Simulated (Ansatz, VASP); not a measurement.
**Two plane-wave programs on N**

```
N
1.0
     5.60541    0.00000    0.00000
     0.00000    5.60541    0.00000
     0.00000    0.00000    5.60541
N
4
Cartesian
  2.6726 5.4753 2.9328
  5.4753 2.9328 2.6726
  0.1301 0.1301 0.1301
  2.9328 2.6726 5.4753
```

Alike in both runs: task single point; functional LDA; k mesh 2 × 2 × 2; non-collinear spin, spin-orbit coupling.

|  | VASP | Ansatz |
| --- | --- | --- |
| version | VASP 6.6.1 | Ansatz 0.2.0 |
| potentials or method | VASP PAW LDA potentials, release 64 (N) | plane waves, PAW |
| plane-wave cutoff (eV) | 520 | 510 |
| occupations | gaussian, width 0.01 eV | fixed |
| valence electrons in the cell | 20 | 20 |

Ansatz gave:

```
gap on the k mesh at the Fermi level (eV) : none
pressure (GPa)                            : -4.5
rms of the force components (eV/Å)        : 0.241
net moment per atom (μB)                  : 0.00
```

Problem. Estimate VASP's values.

Solution. gap on the k mesh at the Fermi level (eV): none; pressure (GPa): -4.8; rms of the force components (eV/Å): 0.227; net moment per atom (μB): 0.00.

Atom by atom the forces differ by 0.014 eV/Å (rms over components). A gap of «none» marks a metal or a gap that the smearing closes. Ansatz warned: «band_overlap_at_count».

Caveats: the k mesh is coarse (spacing up to 0.56 Å⁻¹), so the values aren't converged.
